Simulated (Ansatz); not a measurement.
**CO2: O-17 NMR of the central transition**

Cell: a Materials Project structure (computed, not necessarily an observed phase), atoms as given.

Space group R-3c:H (No. 167); a = 9.7835, c = 12.1555 Å, γ = 120.00°.

| site | Wyckoff | site symmetry | x | y | z |
| --- | --- | --- | --- | --- | --- |
| C1 | 6b | -3. | 0.0000 | 0.0000 | 0.0000 |
| C3 | 18e | .2 | 0.0812 | 0.4145 | 0.4167 |
| O9 | 12c | 3. | 0.0000 | 0.0000 | 0.9040 |
| O13 | 36f | 1 | 0.1446 | 0.3510 | 0.4539 |

One atom of each set is listed; the run and its k-mesh use a cell of 24 atoms with edges of 6.95, 6.95, 6.95 Å.

Computed with Ansatz: DFT, PBE, plane waves and PAW, scalar-relativistic, 420 eV cutoff, Γ-centred 4×4×4 k-points, Fermi–Dirac smearing 0.02 eV.

O-17 has I = 5/2 and Q = -25.58 mb (Pyykkö 2018); at 16.4 T its Larmor frequency is ν₀ = 94.7 MHz. Only the quadrupole interaction is simulated: positions count from each site's isotropic chemical shift, and J coupling is left out, as are shift anisotropy and dipolar coupling, which fast spinning averages.

(1) Simulate the second-order pattern (fast magic-angle spinning, Gaussian broadening 0.07 kHz) of site O13 (1 C at 1.17 Å).

Answers

(1) The calculation gives C_Q = -4.41 MHz and η = 0.02, so ν_Q = 0.662 MHz and the centre of gravity lies at -13.0 ppm (-1.23 kHz).

```csv
offset (kHz),height
-3.192,0
-3.065,3
-2.938,5
-2.812,6
-2.685,6
-2.558,6
-2.432,6
-2.305,6
-2.178,7
-2.052,8
-1.925,77
-1.798,64
-1.671,48
-1.545,42
-1.418,40
-1.291,39
-1.165,39
-1.038,41
-0.911,43
-0.785,49
-0.658,60
-0.531,100
-0.404,60
-0.278,0
```

At O13 V_zz points along its bond to C (within 1°).
